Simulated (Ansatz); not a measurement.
Ta:

```
Ta
1.0
    -1.65128    1.65128    1.65128
     1.65128   -1.65128    1.65128
     1.65128    1.65128   -1.65128
Ta
1
Direct
  0.00000 0.00000 0.00000
```

Program: Ansatz 0.2.0. Alike in all runs: potentials or basis Ansatz PAW; cell as given; smearing fermi-dirac 0.05 eV.

Task: Order these runs on this cell by their pressure, lowest first.
A. level r2SCAN; spin SOC, no magnetisation; k mesh 8 × 8 × 8; cutoff (eV) 500; points for each segment of the path 14; mesh quality not flagged
B. level LDA; spin off; k mesh 11 × 11 × 11; cutoff (eV) 420; points for each segment of the path 14; mesh quality not flagged
C. level PBEsol; spin off; k mesh 11 × 11 × 11; cutoff (eV) 420; points for each segment of the path 14; mesh quality not flagged
D. level r2SCAN0; spin off; k mesh 6 × 6 × 6; cutoff (eV) 500; mesh quality coarse
E. level HSEsol; spin off; k mesh 6 × 6 × 6; cutoff (eV) 420; points for each segment of the path 4; mesh quality coarse

Result: B (-9.4 GPa), C (-4.3 GPa), A (-2.0 GPa), E (0.1 GPa), D (3.1 GPa).

Caveats: some runs use coarse meshes; the PAW data sets come from PBE, with cores solved anew for the run's functional, which leaves a small shift of forces and pressure; the thresholds are loose for stress (some runs).

Runs at the PBE level aren't shown here.
